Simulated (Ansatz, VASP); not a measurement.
**TaN in VASP and in Ansatz**

```
Ta N
1.0
     3.04800    0.00000    0.00000
    -1.52400    2.63965    0.00000
     0.00000    0.00000    4.81964
Ta N
2 2
Direct
  0.00000 0.00000 0.00000
  0.00000 0.00000 0.50000
  0.33333 0.66667 0.25000
  0.66667 0.33333 0.75000
```

Change from the starting cell: zz strain of -2 %, crystal datasets.

Alike in both runs: task electric field gradients; functional PBEsol; k mesh 11 × 11 × 6; occupations fermi-dirac, width 0.01 eV; no spin polarisation.

|  | VASP | Ansatz |
| --- | --- | --- |
| version | VASP 6.6.1 | Ansatz 0.2.0 |
| potentials or method | VASP PAW PBE potentials, release 64 (Ta_pv, N), cutoff 520 eV | all-electron PAW with datasets made for the crystal, scalar-relativistic |

```csv
,VASP,Ansatz,Ansatz less VASP
pressure (GPa),63.6,61.0,-2.64
largest component of the traceless stress (GPa),65.30,64.20,-1.105
Vzz of the field gradient on the site that differs most (V/Å²),-155.8,-171.7,-15.91
```

Ansatz ran all-electron here, so the differences hold the error of VASP's frozen core and of both bases. Ansatz warned: «gradients_without_spin_orbit».

Caveats: the cell as given lies far from equilibrium; so large a pressure means that the cell lies far from this level's equilibrium, or that cutoff or potentials fall short (VASP); the potentials were made for another functional, which shifts forces and pressure (VASP). The runs have no spin-orbit coupling, so splittings on Ta are missing.
